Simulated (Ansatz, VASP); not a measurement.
HfB2 in VASP and in Ansatz

```
Hf B
1.0
     3.14000    0.00000    0.00000
    -1.57000    2.71932    0.00000
     0.00000    0.00000    3.48000
Hf B
1 2
Direct
  0.00000 0.00000 0.00000
  0.66667 0.33333 0.50000
  0.33333 0.66667 0.50000
```

Alike in both runs: functional r2SCAN; k mesh 10 × 10 × 8; occupations fermi-dirac, width 0.05 eV; no spin polarisation.

|  | VASP | Ansatz |
| --- | --- | --- |
| version | VASP 6.6.1 | Ansatz 0.2.0 |
| potentials or method | VASP PAW PBE potentials, release 64 (Hf_pv, B) | Ansatz PAW |
| plane-wave cutoff (eV) | 520 | 500 |
| valence electrons in the cell | 16 | 32 |
| task | single point | band structure |

Ansatz gave:

| Quantity | Value |
| --- | --- |
| gap on the k mesh at the Fermi level (eV) | none |
| pressure (GPa) | -0.6 |
| largest component of the traceless stress (GPa) | 0.76 |

Question: Estimate VASP's values.

Answer: gap on the k mesh at the Fermi level (eV): none; pressure (GPa): -1.2; largest component of the traceless stress (GPa): 0.83.

A gap of «none» marks a metal or a gap that the smearing closes. The functional is the same, so the differences come from potentials, cutoffs and numerics. The two sets of potentials don't hold the same shells in valence.

Caveats: the PAW data sets were made with another functional, which shifts forces and pressure a little (VASP); spin-orbit coupling is left out, which moves the levels of the heavy elements (Ansatz); the PAW data sets come from PBE, with cores solved anew for the run's functional, which leaves a small shift of forces and pressure (Ansatz). Spin-orbit coupling is left out, which matters for the levels of Hf.
